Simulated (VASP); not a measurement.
# In2O3: from the relaxed cell to its vibrations

What lattice, stiffness and vibrations does In2O3 have at one level of theory? The starting structure is a measured crystal structure from the Crystallography Open Database. All runs use LDA.

Method: Kohn-Sham DFT with plane waves and PAW; LDA, in VASP 6.6.1.

## Step 1: Set-up

Symmetry: R-3c, No. 167, trigonal system. The conventional cell has a = 5.487 Å, b = 5.487 Å, c = 14.510 Å, α = 90.00°, β = 90.00°, γ = 120.00°. Nearest to In lie 6 O at 2.12 to 2.26 Å. O has 4 In at 2.12 to 2.26 Å nearest. Farther neighbours and most contacts between anions are not listed.

Coordinates:

```xyz
10
Lattice="2.7435 1.5840 4.8367 -2.7435 1.5840 4.8367 0.0000 -3.1679 4.8367" Properties=species:S:1:pos:R:3 pbc="T T T"
In    0.0000    0.0000   12.4396
In    0.0000    0.0000    9.3254
In    0.0000    0.0000    2.0704
In    0.0000    0.0000    5.1846
O    -1.9259   -0.1679    6.0458
O     0.8176    1.7519    6.0458
O     1.1084   -1.5840    6.0458
O     1.9259    0.1679    8.4642
O    -0.8176   -1.7519    8.4642
O    -1.1084    1.5840    8.4642
```

## Step 2: Relaxation

This run starts from the cell of an earlier relaxation, which isn't shown; the restart sets up the plane waves anew.

INCAR

```
SYSTEM = In2O3
PREC = Accurate
ENCUT = 560
EDIFF = 1E-07
NELM = 100
ISMEAR = 0
SIGMA = 0.03
LREAL = .FALSE.
ALGO = Normal
GGA = CA
NBANDS = 54
LORBIT = 11
LWAVE = .FALSE.
LCHARG = .FALSE.
KPAR = 8
IBRION = 2
NSW = 50
ISIF = 3
EDIFFG = -0.002
```

POSCAR

```
In2O3
1.0
    2.7343825363      1.5786964934      4.7957532747
   -2.7343825363      1.5786964934      4.7957532747
    0.0000000000     -3.1573929867      4.7957532747
In O
4 6
Direct
    0.8576504713      0.8576504713      0.8576504713
    0.6423495287      0.6423495287      0.6423495287
    0.1423495287      0.1423495287      0.1423495287
    0.3576504713      0.3576504713      0.3576504713
    0.0455193181      0.7500000000      0.4544806819
    0.7500000000      0.4544806819      0.0455193181
    0.4544806819      0.0455193181      0.7500000000
    0.9544806819      0.2500000000      0.5455193181
    0.2500000000      0.5455193181      0.9544806819
    0.5455193181      0.9544806819      0.2500000000
```

KPOINTS

```
Automatic mesh
0
Gamma
6 6 6
0 0 0
```

PAW data sets: In_d and O (LDA family, release 64).

Launch:

```
> mpirun -np 8 vasp_std
```

What it wrote:

```text
[banner, memory and clock lines left out]
running    8 mpi-ranks, on    1 nodes
 distrk:  each k-point on    1 cores,    8 groups
 distr:  one band on    1 cores,    1 groups

 POSCAR found type information on POSCAR InO
 POSCAR found :  2 types and      10 ions
|                                                                             |
|           W    W    AA    RRRRR   N    N  II  N    N   GGGG   !!!           |
|           W    W   A  A   R    R  NN   N  II  NN   N  G    G  !!!           |
|           W    W  A    A  R    R  N N  N  II  N N  N  G       !!!           |
|           W WW W  AAAAAA  RRRRR   N  N N  II  N  N N  G  GGG   !            |
|           WW  WW  A    A  R   R   N   NN  II  N   NN  G    G                |
|           W    W  A    A  R    R  N    N  II  N    N   GGGG   !!!           |
|                                                                             |
|     For optimal performance we recommend to set                             |
|       NCORE = 2 up to number-of-cores-per-socket                            |
|     NCORE specifies how many cores store one orbital (NPAR=cpu/NCORE).      |
|     This setting can greatly improve the performance of VASP for DFT.       |
|     The default, NCORE=1 might be grossly inefficient on modern             |
|     multi-core architectures or massively parallel machines. Do your        |
|     Unfortunately you need to use the default for GW and RPA                |
|     calculations (for HF NCORE is supported but not extensively tested      |
|     yet).                                                                   |
|                                                                             |

 LDA part: xc-table for (Slater(with rela. corr.)+CA(PZ))
 , standard interpolation
 POSCAR, INCAR and KPOINTS ok, starting setup
 FFT: planning ... GRIDC
 FFT: planning ... GRID_SOFT
 FFT: planning ... GRID
 WAVECAR not read
 entering main loop
       N       E                     dE             d eps       ncg     rms          rms(c)
DAV:   1     0.129307565133E+04    0.12931E+04   -0.43283E+04  3550   0.249E+03
DAV:   2     0.202290434349E+03   -0.10908E+04   -0.10443E+04  3550   0.674E+02
DAV:   3    -0.507353469335E+02   -0.25303E+03   -0.24488E+03  3782   0.284E+02
DAV:   4    -0.728886677594E+02   -0.22153E+02   -0.21945E+02  4712   0.893E+01
DAV:   5    -0.733506028583E+02   -0.46194E+00   -0.46079E+00  4432   0.138E+01    0.233E+01
DAV:   6    -0.637864250465E+02    0.95642E+01   -0.37246E+01  5262   0.635E+01    0.194E+01
DAV:   7    -0.638214511509E+02   -0.35026E-01   -0.36261E+00  4090   0.114E+01    0.456E+00
DAV:   8    -0.637149052927E+02    0.10655E+00   -0.31530E-01  5322   0.361E+00    0.232E+00
DAV:   9    -0.636710013192E+02    0.43904E-01   -0.57375E-02  5522   0.304E+00    0.433E-01
DAV:  10    -0.636681346298E+02    0.28667E-02   -0.17971E-02  5084   0.134E+00    0.125E-01
DAV:  11    -0.636683249969E+02   -0.19037E-03   -0.15185E-03  4370   0.242E-01    0.645E-02
DAV:  12    -0.636683048330E+02    0.20164E-04   -0.20839E-04  5568   0.993E-02    0.240E-02
DAV:  13    -0.636683042212E+02    0.61183E-06   -0.17579E-05  5146   0.411E-02    0.508E-03
DAV:  14    -0.636683041534E+02    0.67777E-07   -0.72385E-07  3904   0.618E-03
   1 F= -.63668304E+02 E0= -.63668304E+02  d E =-.636683E+02
 curvature:   0.00 expect dE= 0.000E+00 dE for cont linesearch  0.000E+00
 trial: gam= 0.00000 g(F)=  0.782E-07 g(S)=  0.451E-06 ort = 0.000E+00 (trialstep = 0.100E+01)
 search vector abs. value=  0.529E-06
 reached required accuracy - stopping structural energy minimisation
```

Run time: 23 s. Hardware: 8 MPI ranks of AMD EPYC 9R45, shared host; peak memory 2.8 GiB.

Lines that name or quote the potential files are left out of all logs, and their timing lines are given in words.

From OUTCAR (step 2):

```text
ion  position               nearest neighbor table
   1  0.858  0.858  0.858-  10 2.11   8 2.11   9 2.11   5 2.24   6 2.24   7 2.24   2 3.10   3 3.23
                             3 3.23   3 3.23   2 3.59   2 3.59   2 3.59   4 3.96   4 3.96   4 3.96
   2  0.642  0.642  0.642-  10 2.11   9 2.11   8 2.11   6 2.24   5 2.24   7 2.24   1 3.10   4 3.23
                             4 3.23   4 3.23   1 3.59   1 3.59   1 3.59   3 3.96   3 3.96   3 3.96
   3  0.142  0.142  0.142-   7 2.11   5 2.11   6 2.11   8 2.24   9 2.24  10 2.24   4 3.10   1 3.23
                             1 3.23   1 3.23   4 3.59   4 3.59   4 3.59   2 3.96   2 3.96   2 3.96
   4  0.358  0.358  0.358-   7 2.11   6 2.11   5 2.11   9 2.24   8 2.24  10 2.24   3 3.10   2 3.23
                             2 3.23   2 3.23   3 3.59   3 3.59   3 3.59   1 3.96   1 3.96   1 3.96
   5  0.046  0.750  0.454-   3 2.11   4 2.11   1 2.24   2 2.24
   6  0.750  0.454  0.046-   4 2.11   3 2.11   2 2.24   1 2.24
   7  0.454  0.046  0.750-   3 2.11   4 2.11   1 2.24   2 2.24
   8  0.954  0.250  0.546-   1 2.11   2 2.11   3 2.24   4 2.24
   9  0.250  0.546  0.954-   2 2.11   1 2.11   4 2.24   3 2.24
  10  0.546  0.954  0.250-   1 2.11   2 2.11   3 2.24   4 2.24

  LATTYP: Found a trigonal (rhomboedric) cell.
 ALAT       =     5.7418098144
 COS(alpha) =     0.5464230959

 Subroutine GETGRP returns: Found 12 space group operations
 (whereof  6 operations were pure point group operations)

The static configuration has the point symmetry S_6 .
 The point group associated with its full space group is D_3d.

 Found     32 irreducible k-points:

   k-points           NKPTS =     32   k-points in BZ     NKDIM =     32   number of bands    NBANDS=     54

   dimension x,y,z NGX =    48 NGY =   48 NGZ =   48
   dimension x,y,z NGXF=    96 NGYF=   96 NGZF=   96

   ENCUT  =  560.0 eV  41.16 Ry    6.42 a.u.  11.08 11.08 11.08*2*pi/ulx,y,z

   NELECT =      88.0000    total number of electrons

 k-points in reciprocal lattice and weights: Automatic mesh
   0.00000000  0.00000000  0.00000000       0.005
   0.16666667 -0.00000000  0.00000000       0.028
   0.33333333 -0.00000000  0.00000000       0.028
   0.50000000  0.00000000  0.00000000       0.014
   0.16666667  0.16666667  0.00000000       0.028
   0.33333333  0.16666667  0.00000000       0.056
   0.50000000  0.16666667  0.00000000       0.056
  -0.33333333  0.16666667 -0.00000000       0.056
  -0.16666667  0.16666667  0.00000000       0.028
[...]
-0.33333333  0.50000000  0.33333333       0.028
   0.50000000  0.50000000  0.50000000       0.005

 average (electrostatic) potential at core
       1 -92.4107       2 -92.4107       3 -92.4107       4 -92.4107       5 -68.7738
       6 -68.7738       7 -68.7738       8 -68.7738       9 -68.7738      10 -68.7738

 E-fermi :   5.6459

 k-point     1 :       0.0000    0.0000    0.0000
  band No.  band energies     occupation
    ...
     40       5.0960      2.00000
     41       5.2188      2.00000
     42       5.2188      2.00000
     43       5.4647      2.00000
     44       5.4647      2.00000
     45       6.7867      0.00000
     46      10.8873      0.00000
     47      11.7293      0.00000
     48      12.6638      0.00000
     49      14.7059      0.00000
    ...

 k-point     2 :       0.1667   -0.0000    0.0000
  band No.  band energies     occupation
    ...
     40       4.9898      2.00000
     41       5.2328      2.00000
     42       5.2837      2.00000
     43       5.2999      2.00000
     44       5.4386      2.00000
     45       7.6622      0.00000
     46      11.2176      0.00000
     47      11.5922      0.00000
     48      12.3884      0.00000
     49      13.7180      0.00000
    ...

 k-point     3 :       0.3333   -0.0000    0.0000
  band No.  band energies     occupation
    ...
     40       4.8440      2.00000
     41       4.8609      2.00000
     42       4.9547      2.00000
     43       5.3543      2.00000
     44       5.4993      2.00000
     45       9.0856      0.00000
     46      11.3558      0.00000
     47      11.4843      0.00000
     48      11.7086      0.00000
     49      13.2568      0.00000
    ...

  Total       -0.0065415     -0.0065415     -0.0028135      0.0000000     -0.0000000      0.0000000
  in kB       -0.0843764     -0.0843764     -0.0362903      0.0000000     -0.0000000      0.0000000
  external PRESSURE =      -0.0683477 kB  Pullay stress =       0.0000000 kB

  energy-cutoff  :      560.00
  volume of cell :      124.21
      direct lattice vectors                 reciprocal lattice vectors
     2.734382536  1.578696493  4.795753275     0.182856639  0.105572330  0.069505939
    -2.734382536  1.578696493  4.795753275    -0.182856639  0.105572330  0.069505939
     0.000000000 -3.157392987  4.795753275     0.000000000 -0.211144659  0.069505939

 POSITION                                       TOTAL-FORCE (eV/Angst)
 -----------------------------------------------------------------------------------
      0.00000      0.00000     12.33924         0.000000     -0.000000     -0.000604
      0.00000      0.00000      9.24165         0.000000      0.000000      0.000604
      0.00000      0.00000      2.04802         0.000000      0.000000      0.000604
      0.00000      0.00000      5.14561         0.000000     -0.000000     -0.000604
     -1.92632     -0.17909      5.99469        -0.000082     -0.000142     -0.000000
      0.80806      1.75779      5.99469        -0.000082      0.000142     -0.000000
      1.11826     -1.57870      5.99469         0.000164     -0.000000     -0.000000
      1.92632      0.17909      8.39257         0.000082      0.000142     -0.000000
     -0.80806     -1.75779      8.39257         0.000082     -0.000142     -0.000000
     -1.11826      1.57870      8.39257        -0.000164     -0.000000     -0.000000
 -----------------------------------------------------------------------------------
    total drift:                               -0.000000      0.000000     -0.000000

  FREE ENERGIE OF THE ION-ELECTRON SYSTEM (eV)
  ---------------------------------------------------
  free  energy   TOTEN  =       -63.6683041534 eV

  energy  without entropy=      -63.6683041534  energy(sigma->0) =      -63.66830415

 reached required accuracy - stopping structural energy minimisation

 total charge
# of ion       s       p       d       tot
------------------------------------------
    1        0.663   0.693  10.077  11.433
    2        0.663   0.693  10.077  11.433
    3        0.663   0.693  10.077  11.433
    4        0.663   0.693  10.077  11.433
    5        1.550   3.437   0.000   4.987
    6        1.550   3.437   0.000   4.987
    7        1.550   3.437   0.000   4.987
    8        1.550   3.437   0.000   4.987
    9        1.550   3.437   0.000   4.987
   10        1.550   3.437   0.000   4.987
--------------------------------------------------
tot         11.952  23.391  40.308  75.651

[... 3 further parts left out ...]
```

The run keeps the 12 symmetry operations of its start, so it cannot find a distortion of lower symmetry.

The relaxed cell holds 12.421 Å³ an atom, with a = 5.469 Å (-0.3 % against the database cell) and c = 14.387 Å (-0.8 % against the database cell). Pressures at 0.985 and 1.015 times this volume, from two more relaxations that aren't shown, give a bulk modulus of 176.4 GPa.

## Step 3: Elastic constants

INCAR

```
SYSTEM = In2O3
PREC = Accurate
ENCUT = 800
EDIFF = 1E-08
NELM = 100
ISMEAR = 0
SIGMA = 0.03
LREAL = .FALSE.
ALGO = Normal
GGA = CA
NBANDS = 54
LORBIT = 11
LWAVE = .FALSE.
LCHARG = .FALSE.
KPAR = 8
IBRION = 6
NFREE = 2
POTIM = 0.015
ISIF = 3
NSW = 1
```

POSCAR is that of step 2.

KPOINTS is that of step 2.

Launch:

```
> mpirun -np 8 vasp_std
```

What it wrote:

```text
[banner, memory and clock lines left out]
running    8 mpi-ranks, on    1 nodes
[...]
[... a notice as in an earlier step ...]

 LDA part: xc-table for (Slater(with rela. corr.)+CA(PZ))
 , standard interpolation
 POSCAR, INCAR and KPOINTS ok, starting setup
[...]
entering main loop
       N       E                     dE             d eps       ncg     rms          rms(c)
DAV:   1     0.148668456608E+04    0.14867E+04   -0.53280E+04  3518   0.314E+03
DAV:   2     0.268969608418E+03   -0.12177E+04   -0.11670E+04  3496   0.821E+02
DAV:   3    -0.409719346847E+02   -0.30994E+03   -0.29832E+03  3746   0.323E+02
DAV:   4    -0.727300197609E+02   -0.31758E+02   -0.31446E+02  4752   0.106E+02
[...]
DAV:  13    -0.637072505697E+02    0.13061E-05   -0.19812E-05  5216   0.420E-02    0.497E-03
DAV:  14    -0.637072505318E+02    0.37939E-07   -0.77909E-07  4632   0.624E-03    0.125E-03
DAV:  15    -0.637072505315E+02    0.23283E-09   -0.39913E-08  3840   0.170E-03
   1 F= -.63707251E+02 E0= -.63707251E+02  d E =-.631273E-14
[...]
2 F= -.63679633E+02 E0= -.63679633E+02  d E =-.408901E-25
   3 F= -.63676395E+02 E0= -.63676395E+02  d E =-.638330E-14
   4 F= -.63679693E+02 E0= -.63679693E+02  d E =-.240154E-25
   5 F= -.63676336E+02 E0= -.63676336E+02  d E =-.130670E-13
   6 F= -.63684694E+02 E0= -.63684694E+02  d E =-.433680E-14
   7 F= -.63682269E+02 E0= -.63682269E+02  d E =-.357393E-12
   8 F= -.63698742E+02 E0= -.63698742E+02  d E =-.559821E-14
   9 F= -.63698742E+02 E0= -.63698742E+02  d E =-.559133E-14
  10 F= -.63700123E+02 E0= -.63700123E+02  d E =-.623051E-14
  11 F= -.63700076E+02 E0= -.63700076E+02  d E =-.467335E-17
  12 F= -.63700097E+02 E0= -.63700097E+02  d E =-.436104E-16
  13 F= -.63700097E+02 E0= -.63700097E+02  d E =-.436037E-16
  14 F= -.63705391E+02 E0= -.63705391E+02  d E =-.130588E-14
  15 F= -.63705421E+02 E0= -.63705421E+02  d E =-.224805E-14
  16 F= -.63705714E+02 E0= -.63705714E+02  d E =-.347634E-13
  17 F= -.63705798E+02 E0= -.63705798E+02  d E =-.153521E-14
  18 F= -.63705834E+02 E0= -.63705834E+02  d E =-.722368E-13
  19 F= -.63705900E+02 E0= -.63705900E+02  d E =-.401138E-14
  20 F= -.63706226E+02 E0= -.63706226E+02  d E =-.185181E-13
  21 F= -.63706226E+02 E0= -.63706226E+02  d E =-.185011E-13
 Finite differences progress:
  Degree of freedom:  10/ 10
  Displacement:        2/  2
  Total:              20/ 20
```

Elapsed: 27 min, on 8 MPI ranks; peak memory 14 GiB.

Parts of OUTCAR (step 3):

```text
  Total        0.1000172     -0.0127790      0.0396042      0.0333994     -0.0010499     -0.0010549
  in kB        1.2900873     -0.1648316      0.5108412      0.4308080     -0.0135429     -0.0136071
  external PRESSURE =       0.5453656 kB  Pullay stress =       0.0000000 kB

 POSITION                                       TOTAL-FORCE (eV/Angst)
 -----------------------------------------------------------------------------------
      0.00000      0.00000     12.33924         0.006666      0.012267     -0.022752
      0.00000      0.00000      9.24165        -0.008264     -0.013766     -0.016492
      0.00000      0.00000      2.04802         0.014379     -0.031694     -0.012553
      0.00000      0.00000      5.14561         0.035757      0.003417     -0.020781
     -1.92632     -0.17909      5.97969        -0.061321      0.034874      0.136917
      0.80806      1.75779      5.99469         0.002648      0.000696      0.008161
      1.11826     -1.57870      5.99469         0.004415     -0.002637      0.008116
      1.92632      0.17909      8.39257         0.028746     -0.014542     -0.037775
     -0.80806     -1.75779      8.39257        -0.004359      0.014621     -0.021416
     -1.11826      1.57870      8.39257        -0.018668     -0.003237     -0.021424
 -----------------------------------------------------------------------------------
    total drift:                               -0.000030      0.000041      0.000148

  FREE ENERGIE OF THE ION-ELECTRON SYSTEM (eV)
  ---------------------------------------------------
  free  energy   TOTEN  =       -63.7062257799 eV

  energy  without entropy=      -63.7062257799  energy(sigma->0) =      -63.70622578

[... 1 part as in an earlier step ...]

[... 2 further parts left out ...]
[key lines of the parts left out:]
E-fermi :   5.6421
```

The last energy, forces and stress in OUTCAR belong to the last displaced cell, not to that of POSCAR.

The elastic tensor has C11 = 306.4, C12 = 165.3, C44 = 66.1 GPa, among others; its Hill averages are a bulk modulus of 181.7 and a shear modulus of 67.9 GPa.

(Continued in part 2 of 2.)

[Lines on the potential files, build, host, timing and source positions are cut from VASP's logs without a mark.]

[Logs are printed without paths, hosts, clocks, repeated set-up lines and the standing remarks that a program may print on its own settings, such as how far it seeks lower states.]

[Hosts, paths, dates, database ids (printed as entryN), source tags and the programs' standing remarks are cut or masked in the printed files.]
